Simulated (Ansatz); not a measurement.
## GaN: what symmetry allows forces and stress to be

```
CELL_PARAMETERS angstrom
0.00000 2.25350 2.25350
2.25350 0.00000 2.25350
2.25350 2.25350 0.00000
ATOMIC_POSITIONS crystal
Ga 0.01997 0.01997 0.98003
N 0.75000 0.75000 0.75000
```

Computed with DFT PBEsol, scalar-relativistic, plane waves, PAW (Ansatz).

Cutoff 420 eV; k points 10×10×10 on the computed 2-atom cell (Γ-centred); Gaussian smearing, width 0.02 eV; no spin polarisation.

This distorted cell has space group Imm2, with 4 operations.

Problem. Without a calculation: in which directions can each atom feel a force?

Solution. A force must be left unchanged by every operation that keeps its atom in place, so it lies in the space that those operations leave fixed. Atoms that the group maps onto each other feel forces of one size.
```tsv
atom	site symmetry	operations at the site	equivalent to atom	allowed force (Cartesian)
Ga1	mm2	4	1	along (0.00, 0.00, 1.00)
N2	mm2	4	2	along (0.00, 0.00, 1.00)
```

That leaves 2 independent force components of 6, tied by 1 condition that the forces sum to zero, so 1 remains. A relaxation in this cell that keeps the symmetry moves the atoms in these directions alone.

Problem. And the stress tensor?

Solution. It must be invariant under the point group, which leaves 3 independent components: yz, xz vanish; xx = yy.

Problem. Do the computed values obey this?

Solution. Yes. Forces (eV/Å):
```
Ga1  0.000  0.000 -1.081
N2   0.000  0.000  1.081
```

Stress (GPa, compression positive, xx yy zz yz xz xy): 0.06 0.06 -1.02 0.00 0.00 -5.13. The program imposes the same operations on density, forces and stress, so this confirms the analysis and is no independent test of the calculation.

This zinc-blende form isn't the usual stable structure of the compound.